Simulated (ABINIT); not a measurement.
# ZnS (F-43m) in ABINIT: a series of runs

The runs below take ZnS through relaxation of cell and atoms, single point, with PBE, PBEsol.

Everything below comes from runs of ABINIT 10.8.3 (patched build). Logs are shortened: lines on timing, memory, paths and dates and some standing lists are left out, and cuts for length are marked. The log counts tension as positive stress, the text compression.

**What was measured.**

From “Electronic, vibrational, and thermodynamic properties of ZnS (zincblende and rocksalt structure)”, 2009, arxiv:0911.5022, for a bulk crystal of ZnS at 19 K: band gap 3.85 eV (direct).

The runs below are set against these values where they give the same quantity.

**1. The structure**

It takes space group F-43m (No. 216, cubic). The conventional cell has a = 5.404 Å, b = 5.404 Å, c = 5.404 Å, α = 90.00°, β = 90.00°, γ = 90.00°. Zn (site symmetry -43m) is surrounded by 4 S at 2.34 Å. S (site symmetry -43m) is surrounded by 4 Zn at 2.34 Å.

**2. Relaxation of cell and atoms, PBE**

run.abi reads:

```
pp_dirpath "./"
pseudos "Zn.GGA_PBE-JTH.xml, S.GGA_PBE-JTH.xml"

acell 3*1.0
rprim
     0.0000000000     5.1060399887     5.1060399887
     5.1060399887     0.0000000000     5.1060399887
     5.1060399887     5.1060399887     0.0000000000
ntypat 2
znucl 30 16
natom 2
typat 1 2
chkprim 0
chksymtnons 0
tolsym 1.0e-6
xred
            3/4            3/4            3/4
            0.0            0.0            0.0

ecut 15.0
pawecutdg 30.0
ecutsm 0.5

kptopt 1
ngkpt 7 7 7
nshiftk 1
shiftk 0.0 0.0 0.0

ixc 11

nband 13
occopt 3
tsmear 0.00183747

nstep 80
tolvrs 1.0e-12

iomode 3
prteig 0
prtebands 0
prtwf 0
prtden 0

ionmov 22
optcell 2
ntime 50
tolmxf 2.0e-5
dilatmx 1.08
```

Potentials or basis: JTH PAW PBE v2.0.

Started as:

```bash
$ abinit run.abi > log 2>&1
```

run.abo:

```text
.Version 10.8.3 of ABINIT
 Symmetries : space group F-4 3 m (#216); Bravais cF (face-center cubic)
================================================================================
 Values of the parameters that define the memory need of the present run
     intxc =       0    ionmov =      22      iscf =      17    lmnmax =      18
     lnmax =       6     mgfft =      30  mpssoang =       3    mqgrid =    3001
     natom =       2  nloc_mem =       2    nspden =       1   nspinor =       1
    nsppol =       1      nsym =      24    n1xccc =       1    ntypat =       2
    occopt =       3   xclevel =       2
       mpw =         950          nfft =       27000          nkpt =          20
 PAW method is used; the additional fine FFT grid is defined by:
   mgfftf=        40    nfftf =     64000
================================================================================
================================================================================

--------------------------------------------------------------------------------
------------- Echo of variables that govern the present computation ------------
--------------------------------------------------------------------------------
 -outvars: echo values of preprocessed input variables --------
            acell      1.0000000000E+00  1.0000000000E+00  1.0000000000E+00 Bohr
              amu      6.53900000E+01  3.20660000E+01
          chkprim           0
      chksymtnons           0
          dilatmx      1.08000000E+00
             ecut      1.50000000E+01 Hartree
           ecutsm      5.00000000E-01 Hartree
           ionmov          22
              ixc          11
         kptrlatt        7    0    0      0    7    0      0    0    7
          kptrlen      5.05472170E+01
            natom           2
            nband          13
            ngfft          30      30      30
          ngfftdg          40      40      40
             nkpt          20
            nstep          80
             nsym          24
            ntime          50
           ntypat           2
           occopt           3
          optcell           2
        pawecutdg      3.00000000E+01 Hartree
         pawxcdev           0
           prtden           0
        prtebands           0
           prteig           0
            prtwf           0
            rprim      0.0000000000E+00  5.1060399887E+00  5.1060399887E+00
                       5.1060399887E+00  0.0000000000E+00  5.1060399887E+00
                       5.1060399887E+00  5.1060399887E+00  0.0000000000E+00
          spgroup         216
           tolmxf      2.00000000E-05
           tolsym      1.00000000E-06
           tolvrs      1.00000000E-12
           tsmear      1.83747000E-03 Hartree
            typat      1  2
           useylm           1
           xangst      4.0529999972E+00  4.0529999972E+00  4.0529999972E+00
[... 521 lines left out ...]
    1       0.000000000000      0.000000000000      0.000000000000
    2       0.000000000000      0.000000000000      0.000000000000

 cartesian coordinates (angstrom) at end:
    1      4.08229085911735     4.08229085911735     4.08229085911735
    2     -0.00000000000000     0.00000000000000     0.00000000000000

 cartesian forces (hartree/bohr) at end:
    1     -0.00000000000000    -0.00000000000000    -0.00000000000000
    2     -0.00000000000000    -0.00000000000000    -0.00000000000000
 frms,max,avg= 0.0000000E+00 0.0000000E+00   0.000E+00  0.000E+00  0.000E+00 h/b

 cartesian forces (eV/Angstrom) at end:
    1     -0.00000000000000    -0.00000000000000    -0.00000000000000
    2     -0.00000000000000    -0.00000000000000    -0.00000000000000
 frms,max,avg= 0.0000000E+00 0.0000000E+00   0.000E+00  0.000E+00  0.000E+00 e/A
 length scales=  7.273217091845  7.273217091845  7.273217091845 bohr
              =  3.848820732344  3.848820732344  3.848820732344 angstroms
 Fermi (or HOMO) energy (hartree) =   0.22326   Average Vxc (hartree)=  -0.34030
 Eigenvalues (hartree) for nkpt=  20  k points:
 kpt#   1, nband= 13, wtk=  0.00292, kpt=  0.0000  0.0000  0.0000 (reduced coord)
  -0.29244   -0.04439   -0.04439   -0.04439   -0.02689   -0.02689    0.18547    0.18547
   0.18547    0.25877    0.42073    0.42073    0.42073
      occupation numbers for kpt#   1
   2.00000    2.00000    2.00000    2.00000    2.00000    2.00000    2.00000    2.00000
   2.00000    0.00000    0.00000    0.00000    0.00000
 prteigrs : prtvol=0 or 1, do not print more k-points.

--- !EnergyTerms
iteration_state     : {dtset: 1, itime: 4, icycle: 1, }
comment             : Components of total free energy in Hartree
kinetic             :  1.09706219399010E+01
hartree             :  2.13883114718729E+01
xc                  : -5.42540816708720E+00
Ewald energy        : -4.57303481534686E+01
psp_core            :  7.59574532393390E-01
local_psp           : -7.49596158805488E+01
PAW spherical_terms :  1.83036408556701E+01
internal            : -7.46932234012672E+01
'-kT*entropy'       : -1.84633829496998E-12
total_energy        : -7.46932234012690E+01
total_energy_eV     : -2.03250615192928E+03
...

--- !EnergyTermsDC
iteration_state     : {dtset: 1, itime: 4, icycle: 1, }
comment             : '"Double-counting" decomposition of free energy'
band_energy         : -2.56751922482302E-01
Ewald energy        : -4.57303481534686E+01
psp_core            :  7.59574532393390E-01
xc_dc               : -2.09142646832779E+01
PAW spherical_terms : -8.55143326031053E+00
internal            : -7.46932234871459E+01
'-kT*entropy'       : -1.84633829496998E-12
total_energy_dc     : -7.46932234871477E+01
total_energy_dc_eV  : -2.03250615426616E+03
...

--- !EnergyTermsWithPAWCore
iteration_state     : {dtset: 1, itime: 4, icycle: 1, }
comment             : 'Components of total free energy, including PAW core contributions'
Total energy        : -2.19531372256015E+03
Total energy DC     : -2.19531372264603E+03
Total energy (eV)   : -5.97375296356867E+04
Total energy DC (eV): -5.97375296380236E+04
...

 Cartesian components of stress tensor (hartree/bohr^3)
  sigma(1 1)= -3.99985016E-08  sigma(3 2)=  0.00000000E+00
  sigma(2 2)= -3.99985016E-08  sigma(3 1)=  0.00000000E+00
  sigma(3 3)= -3.99985016E-08  sigma(2 1)=  0.00000000E+00

-Cartesian components of stress tensor (GPa)         [Pressure=  1.1768E-03 GPa]
- sigma(1 1)= -1.17679655E-03  sigma(3 2)=  0.00000000E+00
- sigma(2 2)= -1.17679655E-03  sigma(3 1)=  0.00000000E+00
- sigma(3 3)= -1.17679655E-03  sigma(2 1)=  0.00000000E+00

== END DATASET(S) ==============================================================
================================================================================

 -outvars: echo values of variables after computation  --------
            acell      7.2732170918E+00  7.2732170918E+00  7.2732170918E+00 Bohr
           etotal     -7.4693223487E+01
            fcart     -0.0000000000E+00 -0.0000000000E+00 -0.0000000000E+00
                      -0.0000000000E+00 -0.0000000000E+00 -0.0000000000E+00
            rprim      0.0000000000E+00  7.0710678119E-01  7.0710678119E-01
                       7.0710678119E-01  0.0000000000E+00  7.0710678119E-01
                       7.0710678119E-01  7.0710678119E-01  0.0000000000E+00
           strten     -3.9998501601E-08 -3.9998501601E-08 -3.9998501602E-08
                       0.0000000000E+00  0.0000000000E+00  0.0000000000E+00
           xangst      4.0822908591E+00  4.0822908591E+00  4.0822908591E+00
                      -4.8243745849E-28  2.0246346167E-28  2.7350226601E-28
             xred      7.5000000000E-01  7.5000000000E-01  7.5000000000E-01
                       1.7607819100E-28 -7.5582314259E-29 -1.0168486554E-28
 Calculation completed.
```

Run time: 1.8 min. Hardware: 1 thread of Arm Neoverse N1, shared host; peak memory 0.1 GiB.

What came out:

```yaml
Free_energy: -2032.5062 eV
Band_gap_on_the_k_mesh: 1.99 eV, direct
```

Caveat: the cutoff is too short for stress, so the log's stress isn't used; an odd mesh through Γ misses points on the zone boundary, where band edges often lie. Expect the measured gap to be larger: semilocal functionals such as PBE lack the derivative discontinuity.

**3. Single point, PBE**

run.abi reads:

```
# Pseudopotentials
pp_dirpath "./"
pseudos "Zn.upf, S.upf"

# Structure
acell 3*1.0 Angstrom
rprim
     0.0000000000     2.7020000000     2.7020000000
     2.7020000000     0.0000000000     2.7020000000
     2.7020000000     2.7020000000     0.0000000000
ntypat 2
znucl 30 16
natom 2
typat 1 2
xcart
     4.0530000000     4.0530000000     4.0530000000
     0.0000000000     0.0000000000     0.0000000000 Angstrom

# Plane-wave basis
ecut 1034.032677 eV

# k points
kptopt 1
ngkpt 7 7 7
nshiftk 1
shiftk 0.0 0.0 0.0

# Exchange and correlation
ixc 11

# Bands and occupations
nband 17
occopt 3
tsmear 0.00183747

# SCF cycle
nstep 100
tolvrs 1.0e-10

# Output
iomode 3
prtwf 0
prtden 0
prteig 0
prtebands 0
```

Potentials or basis: PseudoDojo NC SR PBE v0.4.1 standard.

Started as:

```bash
$ abinit run.abi > log 2>&1
```

It took 42 s on 1 thread of Arm Neoverse V2, shared host; peak memory 0.09 GiB.

It converged, with:

| Property | Result |
| --- | --- |
| Free energy | -5990.2845 eV |
| Band gap on the k mesh | 2.11 eV, direct |
| Valence electrons inside the program's atomic spheres | Zn 18.12; S 3.95 |

Levels at points of the mesh, in eV from the valence-band top:
```csv
k point,band 10,band 11,band 12,band 13,band 14,band 15,band 16,band 17
"(0.00, 0.00, 0.00)",-5.84,0.00,0.00,0.00,2.11,6.38,6.38,6.38
```

Caveat: the cutoff is too short for stress, so the log's stress isn't used.

**4. Relaxation of cell and atoms, PBEsol**

run.abi reads:

```
# Pseudopotentials
pp_dirpath "./"
pseudos "Zn.upf, S.upf"

# Structure
acell 3*1.0
rprim
     0.0000000000     5.1060399887     5.1060399887
     5.1060399887     0.0000000000     5.1060399887
     5.1060399887     5.1060399887     0.0000000000
ntypat 2
znucl 30 16
natom 2
typat 1 2
chkprim 0
chksymtnons 0
tolsym 1.0e-6
xred
            3/4            3/4            3/4
            0.0            0.0            0.0

# Plane-wave basis
ecut 38.0
ecutsm 0.5

# k points
kptopt 1
ngkpt 7 7 7
nshiftk 1
shiftk 0.0 0.0 0.0

# Exchange and correlation
ixc -116133

# Bands and occupations
nband 17
occopt 3
tsmear 0.05 eV

# SCF cycle
nstep 80
tolvrs 1.0e-12

# Output
iomode 3
prteig 0
prtebands 0
prtwf 0
prtden 0

# Relaxation
ionmov 22
optcell 2
ntime 50
tolmxf 2.0e-5
dilatmx 1.08
```

Potentials or basis: PseudoDojo NC SR PBEsol v0.4.1 standard.

Started as:

```bash
$ abinit run.abi > log 2>&1
```

Wall time 3.4 min (1 thread of Arm Neoverse V1, shared host); peak memory 0.1 GiB.

The run converged. Its results:

- Free energy: -5986.3286 eV
- Relaxed volume: 19.20 Å³/atom
- Relaxed cell: a = 3.787 Å, b = 3.787 Å, c = 3.787 Å, α = 60.00°, β = 60.00°, γ = 60.00°
- Space group after relaxing (to 0.05 Å): F-43m (No. 216)
- Energy gained by relaxing: 3.4 meV/atom
- Ionic steps: 4
- Pressure after relaxing: 0.0 GPa
- Band gap on the k mesh: 2.09 eV, direct

Step by step:
```tsv
step	energy change (eV)	largest force (eV/Å)	pressure (GPa)	volume (Å³)
1	0.0000	0.0000	-2.02	39.45
2	-0.0028	0.0000	-1.61	39.21
3	-0.0068	0.0000	0.18	38.31
4	-0.0068	0.0000	0.00	38.40
```

Final structure:
```
Zn S
1.0
     0.00000    2.67767    2.67767
     2.67767    0.00000    2.67767
     2.67767    2.67767    0.00000
Zn S
1 1
Direct
  0.75000 0.75000 0.75000
  0.00000 0.00000 0.00000
```

Caveat: an odd mesh through Γ misses points on the zone boundary, where band edges often lie.

**5. Summary**

```tsv
task	level	potentials or basis	cell	cutoff (eV)	cell freedom (optcell)	optimiser (ionmov)	cutoff smearing ecutsm (Ha)	force stop (Ha/bohr)	fine-grid cutoff	gap on the mesh (eV)
relaxation of cell and atoms	PBE	JTH PAW PBE v2.0	relaxed	408	2	22	0.5	2e-05	816.342 eV	1.99
single point	PBE	PseudoDojo NC SR PBE v0.4.1 standard	as given	1034	-	-	-	-	-	2.11
relaxation of cell and atoms	PBEsol	PseudoDojo NC SR PBEsol v0.4.1 standard	relaxed	1034	2	22	0.5	2e-05	-	2.09
```

Alike in all rows: no spin polarisation; k mesh 7 × 7 × 7; smearing fermi-dirac 0.05 eV.

Caveats: an odd mesh through Γ misses points on the zone boundary, where band edges often lie (some runs).

Absolute energies hang on the potentials; compare differences alone.

**6. How close it comes**

Step 3. A measured gap of ZnS is 3.85 eV (direct; 19 K; quoted in “Electronic, vibrational, and thermodynamic properties of ZnS (zincblende and rocksalt structure)”, 2009, arxiv:0911.5022); the calculated 2.11 eV misses it by -1.74 eV. The value is that of PBE, without temperature or zero-point motion. Semilocal functionals fall short of measured gaps as a rule.
